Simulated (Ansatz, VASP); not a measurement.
One calculation of CdTe4, two programs

The input INCAR:

```
SYSTEM = CdTe4
PREC = Accurate
ENCUT = 600
EDIFF = 1E-6
ISMEAR = 0
SIGMA = 0.1
LREAL = .FALSE.
LASPH = .TRUE.
NELM = 100
ALGO = Fast
ISIF = 3
LWAVE = .FALSE.
LCHARG = .FALSE.
GGA = PE
IBRION = 2
NSW = 100
EDIFFG = -0.01
```

The input KPOINTS:

```
regular mesh
0
G
  8 8 8
  0 0 0
```

File POSCAR:

```
CdTe4
1.0
    5.8112779592      0.0000000000      0.0000000000
    0.0000000000      5.8112779592      0.0000000000
    0.0000000000      0.0000000000      5.8112779592
Cd Te
1 4
Direct
    0.0000000000      0.0000000000      0.0000000000
    0.0000000000      0.5000000000      0.5000000000
    0.5000000000      0.0000000000      0.5000000000
    0.5000000000      0.5000000000      0.0000000000
    0.5000000000      0.5000000000      0.5000000000
```

Input for Ansatz:

```yaml
crystal:
  lattice:
    - [5.8112779592, 0.0, 0.0]
    - [0.0, 5.8112779592, 0.0]
    - [0.0, 0.0, 5.8112779592]
  atoms:
    - { symbol: Cd, position: [0.0, 0.0, 0.0] }
    - { symbol: Te, position: [0.0, 0.5, 0.5] }
    - { symbol: Te, position: [0.5, 0.0, 0.5] }
    - { symbol: Te, position: [0.5, 0.5, 0.0] }
    - { symbol: Te, position: [0.5, 0.5, 0.5] }
basis:
  ecutwfc: 420
kpoints:
  mp_grid: { grid: [8, 8, 8] }
hamiltonian:
  xc: pbe
scf:
  occupations: { method: gaussian, width: 0.1 }
output:
  forces: true
  stress: true
  eigenvalues: true
  write_density: true
  write_potential: true
  elf: true
  volumetric_format: npy
relax:
  adjacent_minimum: "off"
  f_tol: 0.01
  max_steps: 80
  cell: { stress_tol: 0.05 }
```

Alike in both runs: task relaxation of cell and atoms; functional PBE; k mesh 8 × 8 × 8; occupations gaussian, width 0.1 eV; no spin polarisation.

|  | VASP | Ansatz |
| --- | --- | --- |
| version | VASP 6.6.1 | Ansatz 0.2.0 |
| potentials or method | VASP PAW PBE potentials, release 64 (Cd, Te) | scalar-relativistic, plane waves, PAW |
| plane-wave cutoff (eV) | 600 | 420 |
| valence electrons in the cell | 36 | 84 |

```tsv
	VASP	Ansatz	Ansatz less VASP
gap on the k mesh at the Fermi level, each at its own relaxed structure (eV)	none	none	-
relaxed volume (Å³/atom)	39.00	39.09	+0.092
relaxed cell length with the largest relative difference (Å)	5.799	5.803	+0.0046
```

A gap of «none» marks a metal or a gap that the smearing closes. The two sets of potentials don't hold the same shells in valence.

The runs have no spin-orbit coupling, so splittings on Te are missing.
